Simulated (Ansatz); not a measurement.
# AlN (P6_3mc): a single-point run

The task is a single-point run on AlN (P6_3mc). The structure is shown as the input types it.

Computed with Ansatz 0.2.0 (DFT PBE, scalar-relativistic, plane waves, PAW, unless a step's input says otherwise).

2 further runs of the same task are left out: 1 that didn't finish, 1 set aside as unsound or not needed. Runs told in other sessions of the task aren't counted.

## (1) The starting structure

It takes space group P6_3mc (No. 186, hexagonal). The conventional cell has a = 3.130 Å, b = 3.130 Å, c = 5.018 Å, α = 90.00°, β = 90.00°, γ = 120.00°. Around Al (site symmetry 3m) lie 4 N at 1.90 to 1.91 Å. Around N (site symmetry 3m) lie 4 Al at 1.90 to 1.91 Å.

Structure file:

```cif
data_structure
_symmetry_space_group_name_H-M 'P6_3mc'
_symmetry_Int_Tables_number 186
_cell_length_a 3.1302
_cell_length_b 3.1302
_cell_length_c 5.0181
_cell_angle_alpha 90.000
_cell_angle_beta 90.000
_cell_angle_gamma 120.000
_cell_volume 42.58
loop_
_atom_site_label
_atom_site_type_symbol
_atom_site_symmetry_multiplicity
_atom_site_Wyckoff_symbol
_atom_site_fract_x
_atom_site_fract_y
_atom_site_fract_z
_atom_site_occupancy
Al1 Al 2 b 0.33333 0.66667 0.00173 1
N1 N 2 b 0.33333 0.66667 0.38327 1
```

## (2) The calculation

File input.yaml:

```yaml
crystal:
  lattice:
    - [3.130230492124, 2.886746251638e-11, 0.0]
    - [-1.565115246087, 2.710859125865, 0.0]
    - [0.0, 0.0, 5.0180689078]
  atoms:
    - { symbol: Al, position: [0.3333333333333, 0.6666666666667, 0.0017302439] }
    - { symbol: Al, position: [0.6666666666667, 0.3333333333333, 0.5017302439] }
    - { symbol: "N", position: [0.3333333333333, 0.6666666666667, 0.3832697561] }
    - { symbol: "N", position: [0.6666666666667, 0.3333333333333, 0.8832697561] }
basis:
  ecutwfc: 420
  ecutrho_ratio: 4
kpoints:
  mp_grid: { grid: [12, 12, 8] }
hamiltonian:
  xc: pbe
scf:
  occupations: { method: fermi_dirac, width: 0.3 }
  n_extra_bands: 0
  max_iter: 60
output:
  forces: true
  stress: true
```

Run with:

```
> ansatz run input.yaml --threads 2 --pin off --max-ram 2662MiB --backend cpu --events-out ev --progress --plain --runs-dir out
```

What happens when this is run?

The program refused the input before any cycle. It says: «inconsistent input (scf.n_extra_bands, scf.occupations.method): n_bands = 8 leaves no empty band above the 8 bands per channel that the deck's 16 electrons occupy ...»

Look at the input: scf.occupations.method is fermi_dirac; scf.occupations.width is 0.3; scf.n_extra_bands is 0. There are no spare bands for the search of the Fermi level.

What to do: set scf.occupations.method to gaussian, scf.occupations.width to 0.05 and scf.n_extra_bands to 15.
